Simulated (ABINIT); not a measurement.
# BN in ABINIT: convergence with nband

Input of the first run (nband 5); the others differ in this setting and in those tied to it:

File run.abi:

```
# Pseudopotentials
pp_dirpath "./"
pseudos "N.upf, B.upf"

# Structure
acell 3*1.0 Angstrom
rprim
     0.0000000000     1.8130010000     1.8130010000
     1.8130010000     0.0000000000     1.8130010000
     1.8130010000     1.8130010000     0.0000000000
ntypat 2
znucl 7 5
natom 2
typat 1 2
xred
     0.2676830000     0.2606740000     0.2287350000
    -0.0206290000     0.0216810000     0.0016490000
chkprim 0
chksymtnons 0
tolsym 1.0e-6

# Plane-wave basis
ecut 42.0

# k points
kptopt 1
ngkpt 9 9 9
nshiftk 1
shiftk 0.0 0.0 0.0

# Exchange and correlation
ixc -116133

# Bands and occupations
nband 5
occopt 3
tsmear 0.1 eV

# SCF cycle
nstep 100
tolvrs 1.0e-10

# Output
iomode 3
prtwf 0
prtden 0
prteig 0
prtebands 0
```

Potentials or basis: PseudoDojo NC SR PBEsol v0.4.1 standard.

Command:

```console
$ abinit run.abi > log 2>&1
```

The cell isn't the ideal one: atoms moved at random, drawn with an rms of 0.05 Å.

The cell is a database's computed one.

Hardware: 1 thread of Arm Neoverse V1, on a shared host.

```tsv
nband	energy less the tightest run, at zero smearing (meV/atom)	SCF cycles	CPU time (s)	peak memory (GiB)
5	0.00	9	49	0.09
6	0.00	9	58	0.09
7	0.00	9	68	0.09
8	0.00	9	76	0.1
9	0.00	9	86	0.11
12	0.00	9	110	0.12
18	0.00	9	180	0.16
```

Against the tightest run, the energy stays within 1 meV/atom from 5 on. The tightest run that finished is the yardstick and may itself not be fully converged.
